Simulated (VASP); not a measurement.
# ZnO (P6_3mc) in VASP: a series of runs

Runs on ZnO. Level: LDA. Tasks: single point, relaxation of cell and atoms.

Program: VASP 6.6.1. These are calculated values, not measurements. Logs are shortened: lines on timing, memory, paths and dates and some standing lists are left out, and cuts for length are marked.

## Step 1: The undisturbed crystal

It takes space group P6_3mc (No. 186, hexagonal). The conventional cell has a = 3.187 Å, b = 3.187 Å, c = 5.152 Å, α = 90.00°, β = 90.00°, γ = 120.00°. Around Zn (site symmetry 3m) lie 4 O at 1.94 to 1.95 Å. O (site symmetry 3m) has 4 Zn at 1.94 to 1.95 Å as nearest neighbours.

The cell was built by a generator and needn't be a form met in nature.

## Step 2: Single point, LDA (cell and atoms relaxed at 0 GPa)

Contents of INCAR:

```
ALGO     = Fast           # electronic algorithm
EDIFF    = 1E-6           # SCF threshold, eV
ENCUT    = 520            # plane-wave cutoff, eV
GGA      = CA             # functional
ISIF     = 2              # what is computed and relaxed
ISMEAR   = 0              # smearing method
LASPH    = True           # aspherical terms in the spheres
LCHARG   = False          # write CHGCAR
LREAL    = False          # projectors in reciprocal space
LWAVE    = False          # write WAVECAR
NBANDS   = 26             # bands
NELM     = 100            # most SCF steps
PREC     = Accurate       # precision mode
SIGMA    = 0.01           # smearing width, eV
```

Contents of KPOINTS:

```
k-points
0
Gamma
  9 9 6
```

Contents of POSCAR:

```
ZnO
1.0
    3.1868474954      0.0000000000      0.0000000000
   -1.5934237477      2.7598908890      0.0000000000
    0.0000000000      0.0000000000      5.1523064054
Zn O
2 2
Direct
    0.3333333333      0.6666666667      0.0017952706
    0.6666666667      0.3333333333      0.5017952706
    0.3333333333      0.6666666667      0.3802047294
    0.6666666667      0.3333333333      0.8802047294
```

Potentials or basis: VASP PAW LDA potentials, release 64 (Zn, O).

On the command line:

```
cat potpaw_LDA.64/Zn/POTCAR potpaw_LDA.64/O/POTCAR > POTCAR
mpirun -np 1 vasp_std > vasp.out
```

OUTCAR:

```text
EDIFF = 1E-6
   ENCUT = 520
   GGA = CA
   ISIF = 2
   ISMEAR = 0
   LASPH = True
   LREAL = False
   NELM = 100
   PREC = Accurate

 ion  position               nearest neighbor table
   1  0.333  0.667  0.002-   4 1.94   4 1.94   4 1.94   3 1.95
   2  0.667  0.333  0.502-   3 1.94   3 1.94   3 1.94   4 1.95
   3  0.333  0.667  0.380-   2 1.94   2 1.94   2 1.94   1 1.95
   4  0.667  0.333  0.880-   1 1.94   1 1.94   1 1.94   2 1.95

  LATTYP: Found a hexagonal cell.
 ALAT       =     3.1868474954
 C/A-ratio  =     1.6167408114

  Lattice vectors:

 A1 = (   3.1868474954,   0.0000000000,   0.0000000000)
 A2 = (  -1.5934237477,   2.7598908890,   0.0000000000)
 A3 = (   0.0000000000,   0.0000000000,   5.1523064054)

Analysis of symmetry for initial positions (statically):
=====================================================================
 Subroutine PRICEL returns:
 Original cell was already a primitive cell.

 Routine SETGRP: Setting up the symmetry group for a
 hexagonal supercell.

 Subroutine GETGRP returns: Found 12 space group operations
 (whereof  6 operations were pure point group operations)
 out of a pool of 24 trial point group operations.

The static configuration has the point symmetry C_3v.
 The point group associated with its full space group is C_6v.

Analysis of symmetry for dynamics (positions and initial velocities):
=====================================================================
 Subroutine PRICEL returns:
 Original cell was already a primitive cell.

 Routine SETGRP: Setting up the symmetry group for a
 hexagonal supercell.

 Subroutine GETGRP returns: Found 12 space group operations
 (whereof  6 operations were pure point group operations)
 out of a pool of 24 trial point group operations.

The dynamic configuration has the point symmetry C_3v.
 The point group associated with its full space group is C_6v.

 Subroutine INISYM returns: Found 12 space group operations
 (whereof  6 operations are pure point group operations),
 and found     1 'primitive' translations

----------------------------------------------------------------------------------------

                                     Primitive cell

  volume of cell :      45.3163

  direct lattice vectors                    reciprocal lattice vectors
     3.186847495  0.000000000  0.000000000     0.313789725  0.181166582  0.000000000
    -1.593423748  2.759890889  0.000000000     0.000000000  0.362333165  0.000000000
     0.000000000  0.000000000  5.152306405     0.000000000  0.000000000  0.194087836

  length of vectors
     3.186847495  3.186847495  5.152306405     0.362333165  0.362333165  0.194087836

  position of ions in fractional coordinates (direct lattice)
     0.333333333  0.666666667  0.001795271
     0.666666667  0.333333333  0.501795271
     0.333333333  0.666666667  0.380204729
     0.666666667  0.333333333  0.880204729

  ion indices of the primitive-cell ions
   primitive index   ion index
                 1           1
                 2           2
                 3           3
                 4           4

----------------------------------------------------------------------------------------

 KPOINTS: k-points

Automatic generation of k-mesh.
 Grid dimensions read from file:
 generate k-points for:    9    9    6

 Generating k-lattice:

  Cartesian coordinates                     Fractional coordinates (reciprocal lattice)
     0.034865525  0.020129620  0.000000000     0.111111111 -0.000000000  0.000000000
     0.000000000  0.040259241  0.000000000     0.000000000  0.111111111  0.000000000
     0.000000000  0.000000000  0.032347973     0.000000000  0.000000000  0.166666667

  Length of vectors
     0.040259241  0.040259241  0.032347973

  Shift w.r.t. Gamma in fractional coordinates (k-lattice)
     0.000000000  0.000000000  0.000000000

 Subroutine IBZKPT returns following result:
 ===========================================

 Found     48 irreducible k-points:

 Following reciprocal coordinates:
            Coordinates               Weight
  0.000000  0.000000  0.000000      1.000000
  0.111111 -0.000000  0.000000      6.000000
  0.222222  0.000000  0.000000      6.000000
  0.333333  0.000000  0.000000      6.000000
  0.444444  0.000000  0.000000      6.000000
  0.111111  0.111111  0.000000      6.000000
[... 16 lines left out ...]
  0.333333  0.222222  0.166667     24.000000
  0.333333  0.333333  0.166667      4.000000
 [... further k-points ...]
   k-points           NKPTS =     48   k-points in BZ     NKDIM =     48   number of bands    NBANDS=     26
   number of dos      NEDOS =    301   number of ions     NIONS =      4
   total plane-waves  NPLWV =  23040
   dimension x,y,z NGX =    24 NGY =   24 NGZ =   40
   dimension x,y,z NGXF=    48 NGYF=   48 NGZF=   80
   ions per type =               2   2
   NGX,Y,Z   is equivalent  to a cutoff of  12.52, 12.52, 12.91 a.u.
   NGXF,Y,Z  is equivalent  to a cutoff of  25.04, 25.04, 25.81 a.u.
 SYSTEM =  unknown system
   PREC   = accura    normal or accurate (medium, high low for compatibility)
   ISTART =      0    job   : 0-new  1-cont  2-samecut
   ICHARG =      2    charge: 1-file 2-atom 10-const
   ISPIN  =      1    spin polarized calculation?
   LNONCOLLINEAR =      F non collinear calculations
   LSORBIT =      F    spin-orbit coupling
   LASPH  =      T    aspherical Exc in radial PAW
   ENCUT  =  520.0 eV  38.22 Ry    6.18 a.u.   5.93  5.93  9.58*2*pi/ulx,y,z
   NELM   =    100;   NELMIN=  2; NELMDL= -5     # of ELM steps
   EDIFF  = 0.1E-05   stopping-criterion for ELM
   LREAL  =      F    real-space projection
[... 7 lines left out ...]
   TEBEG  =    0.0;   TEEND  =   0.0 temperature during run
   PSTRESS=    0.0 pullay stress
   NELECT =      36.0000    total number of electrons
   NUPDOWN=      -1.0000    fix difference up-down
   EMIN   =  10.00;   EMAX   =-10.00  energy-range for DOS
   EFERMI =   0.00;   METHOD = LEGACY
   ISMEAR =     0;   SIGMA  =   0.01  broadening in eV -4-tet -1-fermi 0-gaus
   EFERMI_NEDOS =   21; number of points for ismear=-14 and -15
   IALGO  =     68    algorithm
   IMIX   =      4    mixing-type and parameters
     AMIX     =   0.40;   BMIX     =  1.00
     AMIX_MAG =   1.60;   BMIX_MAG =  1.00
  volume/ion in A,a.u.               =      11.33        76.45
  Fermi-wavevector in a.u.,A,eV,Ry     =   1.516203  2.865208 31.278049  2.298872
  Thomas-Fermi vector in A             =   2.625624
   LORBIT       =      0    0 simple, 1 ext, 2 COOP (PROOUT), +10 PAW based schemes
   GGA     = CA    functional components
   LHFCALC =     F    Hartree Fock is set to
   AEXX    =    0.0000 exact exchange contribution
   IVDW    =     0    specifies the selected vdW correction
   LEPSILON=     F    determine dielectric tensor
   LRPA    =     F    only Hartree local field effects (RPA)
 non-spin polarized calculation
 RMM-DIIS sequential band-by-band and
 Gauss-broadening in eV      SIGMA  =   0.01
  energy-cutoff  :      520.00
  volume of cell :       45.32
 maximum number of plane-waves:      1237
 NGX is ok and might be reduce to    24
   NGX = 11   NGY = 11   NGZ = 19

 number of electron      35.9999983 magnetization

 Free energy of the ion-electron system (eV)
  ---------------------------------------------------
  ext. energy  EPLUGINS =         0.00000000
  ---------------------------------------------------
  free energy    TOTEN  =       -21.15659199 eV

  energy without entropy =      -21.15659199  energy(sigma->0) =      -21.15659199

 E-fermi :   1.4099     XC(G=0): -11.7264

 val. band max:        1.3540917792   @ k =   0.0000   0.0000   0.0000
 cond. band min:       2.1629512296   @ k =   0.0000   0.0000   0.0000
 fundamental gap:      0.8088594505
 Fermi energy:         1.4099257081

 k-point     1 :       0.0000    0.0000    0.0000
  band No.  band energies     occupation
      1     -16.8722      2.00000
      2     -16.0289      2.00000
      3      -4.7730      2.00000
      4      -4.6797      2.00000
      5      -4.6797      2.00000
      6      -4.6416      2.00000
[... 18 lines left out ...]
     25      15.6666      0.00000
     26      15.6666      0.00000

 k-point     2 :       0.1111   -0.0000    0.0000
  band No.  band energies     occupation
      1     -16.7932      2.00000
      2     -15.9931      2.00000
      3      -4.7803      2.00000
      4      -4.6541      2.00000
      5      -4.6378      2.00000
      6      -4.5971      2.00000
[... 18 lines left out ...]
     25      15.5809      0.00000
     26      15.8215      0.00000

 k-point     3 :       0.2222    0.0000    0.0000
  band No.  band energies     occupation
      1     -16.5822      2.00000
      2     -15.9079      2.00000
      3      -4.9579      2.00000
      4      -4.5986      2.00000
      5      -4.5401      2.00000
      6      -4.4572      2.00000
[... 18 lines left out ...]
     25      14.8819      0.00000
     26      15.7746      0.00000

 k-point     4 :       0.3333    0.0000    0.0000
  band No.  band energies     occupation
      1     -16.3127      2.00000
      2     -15.8276      2.00000
      3      -5.0657      2.00000
      4      -4.6728      2.00000
      5      -4.4523      2.00000
      6      -4.2647      2.00000
[... 18 lines left out ...]
     25      14.8430      0.00000
     26      15.6241      0.00000
[... 496 lines left out ...]
      1     -16.1550      2.00000
      2     -15.8271      2.00000
      3      -4.8898      2.00000
      4      -4.7926      2.00000
      5      -4.3775      2.00000
      6      -4.3345      2.00000
[... 18 lines left out ...]
     25      13.3049      0.00000
     26      16.6481      0.00000

 k-point    23 :       0.3333    0.2222    0.1667
  band No.  band energies     occupation
      1     -15.9805      2.00000
      2     -15.8194      2.00000
      3      -4.8154      2.00000
      4      -4.6157      2.00000
      5      -4.4164      2.00000
      6      -4.2161      2.00000
[... 18 lines left out ...]
     25      14.1057      0.00000
     26      15.7496      0.00000

 k-point    24 :       0.3333    0.3333    0.1667
  band No.  band energies     occupation
      1     -15.8689      2.00000
      2     -15.8689      2.00000
      3      -4.7343      2.00000
      4      -4.4464      2.00000
      5      -4.4464      2.00000
      6      -4.1183      2.00000
[... 18 lines left out ...]
     25      14.7340      0.00000
     26      16.0309      0.00000

 [... further k-points ...]

------------------------ aborting loop because EDIFF is reached ----------------------------------------

  FORCE on cell =-STRESS in cart. coord.  units (eV):
  Direction    XX          YY          ZZ          XY          YZ          ZX
  --------------------------------------------------------------------------------------
  -------------------------------------------------------------------------------------
  Total        0.3522570      0.3522570      0.3453985      0.0000000      0.0000000      0.0000000
  in kB       12.4541869     12.4541869     12.2117008      0.0000000      0.0000000      0.0000000
  external PRESSURE =      12.3733582 kB  Pullay stress =       0.0000000 kB

 VOLUME and BASIS-vectors are now :
 -----------------------------------------------------------------------------
  energy-cutoff  :      520.00
  volume of cell :       45.32
      direct lattice vectors                 reciprocal lattice vectors
     3.186847495  0.000000000  0.000000000     0.313789725  0.181166582  0.000000000
    -1.593423748  2.759890889  0.000000000     0.000000000  0.362333165  0.000000000
     0.000000000  0.000000000  5.152306405     0.000000000  0.000000000  0.194087836

 POSITION                                       TOTAL-FORCE (eV/Angst)
 -----------------------------------------------------------------------------------
     -0.00000      1.83993      0.00925        -0.000000      0.000000      0.001502
      1.59342      0.91996      2.58540         0.000000     -0.000000      0.001502
     -0.00000      1.83993      1.95893        -0.000000     -0.000000     -0.001502
      1.59342      0.91996      4.53508         0.000000     -0.000000     -0.001502
 -----------------------------------------------------------------------------------
    total drift:                                0.000000      0.000001     -0.000175

  FREE ENERGIE OF THE ION-ELECTRON SYSTEM (eV)
  ---------------------------------------------------
  free  energy   TOTEN  =       -21.1565919876 eV

  energy  without entropy=      -21.1565919876  energy(sigma->0) =      -21.15659199
```

It took 75 s on 1 thread of AMD EPYC 7R43 (Zen 3), shared host; peak memory 0.13 GiB.

Results:

| Property | Result |
| --- | --- |
| Free energy | -21.1566 eV |
| Pressure | 1.2 GPa |
| Band gap on the k mesh | 0.81 eV, direct |

(Continued in part 2 of 2.)
